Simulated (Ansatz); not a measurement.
## MoP: equation of state with HISS

The system is MoP.

```
Mo P
1.0
     3.22300    0.00000    0.00000
    -1.61150    2.79120    0.00000
     0.00000    0.00000    3.19100
Mo P
1 1
Direct
  0.00000 0.00000 0.00000
  0.33333 0.66667 0.50000
```

```json
{
  "Program": "Ansatz 0.2.0",
  "Task": "equation of state",
  "Functional": "HISS",
  "Potentials or basis": "Ansatz PAW",
  "Cutoff": "420 eV",
  "Density cutoff": "1680 eV",
  "k mesh": "5 × 5 × 4",
  "Occupations": "fermi-dirac, width 0.05 eV",
  "Spin": "no spin polarisation"
}
```

| Property | Result |
| --- | --- |
| Equilibrium volume | 13.92 Å³/atom |
| Bulk modulus at fixed shape and positions | 269 GPa |
| Pressure derivative of the bulk modulus | 4.3 |

Energy against volume, from the lowest point:
```csv
volume (Å³/atom),energy (meV/atom)
13.492,10.54
13.779,0.02
14.066,0.00
14.353,9.38
14.640,27.20
14.927,52.57
15.214,84.71
```

All runs of the series together: 86 s on 2 threads of Arm Neoverse V1 (shared host).

Caveat: the k mesh is coarse (spacing up to 0.49 Å⁻¹), so the values aren't converged, least of all with exact exchange; the cell was scaled at fixed shape and fractional positions, which overstates the stiffness of a crystal with free parameters, most of all of layers and chains; the PAW data sets were made with another functional, which shifts forces and pressure a little.
